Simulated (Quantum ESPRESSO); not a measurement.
## LiH: single point with PBE

Crystal: LiH.

```xyz
2
Lattice="0.0000 2.0368 2.0368 2.0368 0.0000 2.0368 2.0368 2.0368 0.0000" Properties=species:S:1:pos:R:3 pbc="T T T"
Li   -0.0071    0.0257    0.0170
H     2.0424    2.0395    2.0262
```

The cell isn't the ideal one: atoms moved at random, drawn with an rms of 0.05 Å.

```json
{
  "Program": "Quantum ESPRESSO 7.5",
  "Task": "single point",
  "Functional": "PBE",
  "Potentials or basis": "SSSP 1.3 efficiency PBE",
  "Cutoff": "816 eV",
  "Density cutoff": "6531 eV",
  "k mesh": "11 × 11 × 11",
  "Occupations": "fermi-dirac, width 0.05 eV",
  "Spin": "no spin polarisation"
}
```

```yaml
Pressure: -1.6 GPa
Largest_force: 0.035 eV/Å
Band_gap_on_the_k_mesh: 3.21 eV, direct
```

Forces on the atoms (eV/Å):
```
Li   0.012 -0.021 -0.026
H   -0.012  0.021  0.026
```

Levels at points of the mesh, in eV from the valence-band top:
```csv
k point,band 1,band 2,band 3,band 4,band 5,band 6,band 7
"(0.00, 0.00, 0.00)",-44.26,-5.21,15.48,17.44,17.44,17.48,22.09
```

Wall time 36 s on 1 thread of Intel(R) Xeon(R) 6975P-C (Granite Rapids), on a shared host, peak memory 0.13 GiB.

Caveat: an odd mesh through Γ misses points on the zone boundary, where band edges often lie.
